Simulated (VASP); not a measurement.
# InP in VASP: one cell, several levels of theory, part 2 of 2

VASP 6.6.1, plane waves, PAW. Earlier steps stand in the parts before.

### Step 3. r2SCAN at this geometry

Input file INCAR:

```
ENCUT = 520.000000
SIGMA = 0.010000
EDIFF = 1.00e-07
ALGO = Normal
METAGGA = R2SCAN
PREC = Accurate
IBRION = -1
ISIF = 2
ISMEAR = 0
NBANDS = 16
NELM = 120
NSW = 0
LASPH = .TRUE.
LCHARG = .FALSE.
LWAVE = .FALSE.
LREAL = .FALSE.
```

Input file KPOINTS:

```
KPOINTS created by Atomic Simulation Environment
0
Gamma
8 8 8
0 0 0
```

Input file KPOINTS_OPT:

```
special points
6
Reciprocal
0.0000000000 0.0000000000 0.0000000000 1
-0.5000000000 -0.5000000000 0.0000000000 1
-0.3750000000 -0.3750000000 0.2500000000 1
-0.3750000000 0.0000000000 0.3750000000 1
0.0000000000 0.0000000000 0.5000000000 1
-0.5000000000 -0.2500000000 0.2500000000 1
```

Input file POSCAR:

```
In P
 1.0000000000000000
    -0.0000000000000000    2.9537876469139692    2.9537876469139692
     2.9537876469139692    0.0000000000000000    2.9537876469139692
     2.9537876469139692    2.9537876469139692    0.0000000000000000
 In  P
   1   1
Cartesian
  0.0000000000000000  0.0000000000000000  0.0000000000000000
  1.4768938234569844  1.4768938234569844  1.4768938234569844
```

Command:

```bash
> mpirun -np 1 vasp_std
```

Standard output, without the iteration lines:

```text
POSCAR found type information on POSCAR InP
 POSCAR found :  2 types and       2 ions
 -----------------------------------------------------------------------------
|                                                                             |
|                                                                             |
|     You enforced a specific xc type in the INCAR file but a different       |
|     I HOPE YOU KNOW WHAT YOU ARE DOING!                                     |
|                                                                             |
 -----------------------------------------------------------------------------

 LDA part: xc-table for (None), standard interpolation
 POSCAR, INCAR and KPOINTS ok, starting setup
 FFT: planning ... GRIDC
 FFT: planning ... GRID_SOFT
 FFT: planning ... GRID
 WAVECAR not read
 entering main loop
 Start KPOINTS_OPT (optional k-point list driver)
k-point batch [1-6\6]
```

OSZICAR:

```text
N       E                     dE             d eps       ncg     rms          rms(c)
DAV:   1     0.898077390831E+02    0.89808E+02   -0.85431E+03   928   0.128E+03
DAV:   2    -0.280691605623E+02   -0.11788E+03   -0.11262E+03  1064   0.310E+02
DAV:   3    -0.356774381233E+02   -0.76083E+01   -0.75801E+01  1192   0.765E+01
DAV:   4    -0.358939500409E+02   -0.21651E+00   -0.21645E+00  1224   0.140E+01
DAV:   5    -0.359048268657E+02   -0.10877E-01   -0.10877E-01  1400   0.257E+00    0.727E+00
DAV:   6    -0.323024541358E+02    0.36024E+01   -0.16447E+00  1184   0.281E+01    0.385E+00
DAV:   7    -0.322866361080E+02    0.15818E-01   -0.26437E-01  1184   0.389E+00    0.243E+00
DAV:   8    -0.322957654762E+02   -0.91294E-02   -0.16649E-02  1256   0.118E+00    0.107E+00
DAV:   9    -0.322972927904E+02   -0.15273E-02   -0.22506E-03  1104   0.382E-01    0.125E-01
DAV:  10    -0.322973138879E+02   -0.21097E-04   -0.33471E-04  1240   0.195E-01    0.145E-01
DAV:  11    -0.322973516867E+02   -0.37799E-04   -0.46462E-05  1144   0.733E-02    0.393E-02
DAV:  12    -0.322973434990E+02    0.81877E-05   -0.29076E-05  1224   0.674E-02    0.399E-02
DAV:  13    -0.322973430826E+02    0.41642E-06   -0.29982E-06  1184   0.111E-02    0.226E-02
DAV:  14    -0.322973431810E+02   -0.98464E-07   -0.78384E-08   864   0.294E-03
   1 F= -.32297343E+02 E0= -.32297343E+02  d E =-.570168E-43
       N       E                     dE             ncg
DAV:   1     0.126636484584E+04   -0.30000E+04      192
DAV:   2     0.585011038970E+03   -0.68135E+03      208
DAV:   3     0.539900331208E+03   -0.45111E+02      256
DAV:   4     0.538602199407E+03   -0.12981E+01      256
DAV:   5     0.538506376065E+03   -0.95823E-01      288
DAV:   6     0.538504768671E+03   -0.16074E-02      272
DAV:   7     0.538504685308E+03   -0.83363E-04      304
DAV:   8     0.538504684734E+03   -0.57399E-06      248
DAV:   9     0.538504684724E+03   -0.10324E-07      208
```

Parts of OUTCAR:

```text
k-points           NKPTS =     29   k-points in BZ     NKDIM =     29   number of bands    NBANDS=     16

   NELECT =      18.0000    total number of electrons

   dimension x,y,z NGX =    32 NGY =   32 NGZ =   32
   dimension x,y,z NGXF=    64 NGYF=   64 NGZF=   64

  energy-cutoff  :      520.00
  volume of cell :       51.54
      direct lattice vectors                 reciprocal lattice vectors
     0.000000000  2.953787647  2.953787647    -0.169274186  0.169274186  0.169274186
     2.953787647  0.000000000  2.953787647     0.169274186 -0.169274186  0.169274186
     2.953787647  2.953787647  0.000000000     0.169274186  0.169274186 -0.169274186

 k-points in reciprocal lattice and weights: KPOINTS created by Atomic Simulation Env
   0.00000000  0.00000000  0.00000000       0.002
   0.12500000  0.00000000  0.00000000       0.016
   0.25000000  0.00000000  0.00000000       0.016
   0.37500000  0.00000000  0.00000000       0.016
   0.50000000  0.00000000  0.00000000       0.008
   0.12500000  0.12500000  0.00000000       0.012
   0.25000000  0.12500000  0.00000000       0.047
   0.37500000  0.12500000  0.00000000       0.047
[... 21 more k-points ...]

 E-fermi :   4.8485

 k-point     1 :       0.0000    0.0000    0.0000
  band No.  band energies     occupation
      1      -9.8581      2.00000
      2      -9.8581      2.00000
      3      -9.8581      2.00000
      4      -9.6915      2.00000
      5      -9.6915      2.00000
      6      -7.0811      2.00000
      7       4.7540      2.00000
      8       4.7540      2.00000
      9       4.7540      2.00000
     10       5.7838      0.00000
     11       9.1938      0.00000
     12       9.1938      0.00000
     13       9.1939      0.00000
     14      13.7541      0.00000
     15      14.6383      0.00000
     16      14.6383      0.00000

 k-point     2 :       0.1250    0.0000    0.0000
  band No.  band energies     occupation
      1      -9.8777      2.00000
      2      -9.8506      2.00000
      3      -9.8506      2.00000
      4      -9.6913      2.00000
      5      -9.6913      2.00000
      6      -6.8997      2.00000
      7       3.2577      2.00000
      8       4.5702      2.00000
      9       4.5702      2.00000
     10       6.6946      0.00000
     11       9.3378      0.00000
     12       9.4740      0.00000
     13       9.4740      0.00000
     14      13.9965      0.00000
     15      13.9965      0.00000
     16      14.5525      0.00000

 k-point     3 :       0.2500    0.0000    0.0000
  band No.  band energies     occupation
      1      -9.9224      2.00000
      2      -9.8344      2.00000
      3      -9.8344      2.00000
      4      -9.6889      2.00000
      5      -9.6889      2.00000
      6      -6.3955      2.00000
      7       1.3163      2.00000
      8       4.1992      2.00000
      9       4.1992      2.00000
     10       6.8590      0.00000
     11       9.9017      0.00000
     12       9.9017      0.00000
     13      10.4374      0.00000
     14      13.7776      0.00000
     15      13.7776      0.00000
     16      14.3401      0.00000

 k-point     4 :       0.3750    0.0000    0.0000
  band No.  band energies     occupation
      1      -9.9640      2.00000
      2      -9.8215      2.00000
      3      -9.8215      2.00000
      4      -9.6830      2.00000
      5      -9.6830      2.00000
      6      -5.7287      2.00000
      7      -0.2974      2.00000
      8       3.8940      2.00000
      9       3.8940      2.00000
     10       6.6502      0.00000
     11       9.9628      0.00000
     12       9.9628      0.00000
     13      11.8107      0.00000
     14      14.1502      0.00000
     15      14.7527      0.00000
     16      14.7527      0.00000

 k-point     5 :       0.5000    0.0000    0.0000
  band No.  band energies     occupation
      1      -9.9805      2.00000
      2      -9.8173      2.00000
      3      -9.8173      2.00000
      4      -9.6793      2.00000
      5      -9.6793      2.00000
      6      -5.3552      2.00000
      7      -0.9983      2.00000
      8       3.7808      2.00000
      9       3.7808      2.00000
     10       6.5559      0.00000
     11       9.9110      0.00000
     12       9.9110      0.00000
     13      12.2503      0.00000
     14      14.7263      0.00000
     15      15.9312      0.00000
     16      15.9312      0.00000

 k-point     6 :       0.1250    0.1250    0.0000
  band No.  band energies     occupation
      1      -9.8919      2.00000
      2      -9.8434      2.00000
      3      -9.8434      2.00000
      4      -9.6972      2.00000
      5      -9.6864      2.00000
      6      -6.8398      2.00000
      7       3.2604      2.00000
      8       4.2444      2.00000
      9       4.2444      2.00000
     10       7.2079      0.00000
     11       8.5427      0.00000
     12       9.9351      0.00000
     13       9.9351      0.00000
     14      12.9728      0.00000
     15      14.7904      0.00000
     16      14.9696      0.00000

 k-point     7 :       0.2500    0.1250    0.0000
  band No.  band energies     occupation
      1      -9.9283      2.00000
      2      -9.8295      2.00000
      3      -9.8264      2.00000
      4      -9.7012      2.00000
      5      -9.6815      2.00000
      6      -6.4429      2.00000
      7       1.7960      2.00000
      8       3.8233      2.00000
      9       3.8538      2.00000
     10       7.6575      0.00000
     11       8.6555      0.00000
     12      10.4872      0.00000
     13      10.5527      0.00000
     14      12.7081      0.00000
     15      14.6824      0.00000
     16      15.6362      0.00000

 k-point     8 :       0.3750    0.1250    0.0000
  band No.  band energies     occupation
      1      -9.9650      2.00000
      2      -9.8183      2.00000
      3      -9.8120      2.00000
      4      -9.6981      2.00000
      5      -9.6769      2.00000
      6      -5.8155      2.00000
      7       0.1812      2.00000
      8       3.3612      2.00000
      9       3.5506      2.00000
     10       7.4992      0.00000
     11       9.3773      0.00000
     12      10.6799      0.00000
     13      10.9470      0.00000
     14      13.8321      0.00000
     15      15.2443      0.00000
     16      15.3265      0.00000

[... the tables of k-points 9 to 29 left out ...]

  Total       -0.0356392     -0.0356392     -0.0356392      0.0000000     -0.0000000      0.0000000
  in kB       -1.1078241     -1.1078241     -1.1078241      0.0000000     -0.0000000      0.0000000
  external PRESSURE =      -1.1078241 kB  Pullay stress =       0.0000000 kB

 POSITION                                       TOTAL-FORCE (eV/Angst)
 -----------------------------------------------------------------------------------
      0.00000      0.00000      0.00000         0.000000      0.000000      0.000000
      1.47689      1.47689      1.47689        -0.000000     -0.000000     -0.000000
 -----------------------------------------------------------------------------------
    total drift:                               -0.000002     -0.000002     -0.000002

  FREE ENERGIE OF THE ION-ELECTRON SYSTEM (eV)
  ---------------------------------------------------
  free  energy   TOTEN  =       -32.2973431810 eV

  energy  without entropy=      -32.2973431810  energy(sigma->0) =      -32.29734318
```

Wall time 66 s (1 MPI rank of Intel Xeon Platinum 8488C, shared host); peak memory 0.19 GiB.

The levels at the points of KPOINTS_OPT are read from vasprun.xml.

Levels at the named points, in eV from the top of band v (v: the last filled band by count, c: the next):

```tsv
point	v−1	v	c	c+1
Γ	0.00	0.00	1.03	4.44
X	-2.33	-2.33	2.04	2.55
U	-3.30	-1.94	2.65	4.71
K	-3.30	-1.94	2.65	4.71
L	-0.97	-0.97	1.80	5.16
W	-2.96	-2.90	4.58	4.70
```

The r2SCAN gap is 1.03 eV, direct at Γ. The pressure is -0.11 GPa; the forces vanish within 0.01 eV/Å.

### Step 4. What came out

This closing draws on all 2 parts.

```
 level  gap (eV)  pressure (GPa)
   PBE      0.58            1.60
r2SCAN      1.03           -0.11
```

In words: The gap spans 0.58 eV (PBE) to 1.03 eV (r2SCAN). Spin-orbit coupling is left out, though the cell holds In (Z = 49); in an element this heavy it can shift bands and gaps by tenths of an eV. A measured gap is 1.4236 eV (direct; 1.6 K; a printed reference work, data compilation). The misses are: PBE -0.84, r2SCAN -0.39 eV; r2SCAN comes nearest. Levels not so marked lack spin-orbit coupling, so their miss is not the functional's alone. The calculation is for fixed nuclei; the measurement holds lattice motion too. At this one volume the pressure spans -0.1 GPa (r2SCAN) to 1.6 GPa (PBE): PBE wants the largest cell and r2SCAN the smallest.
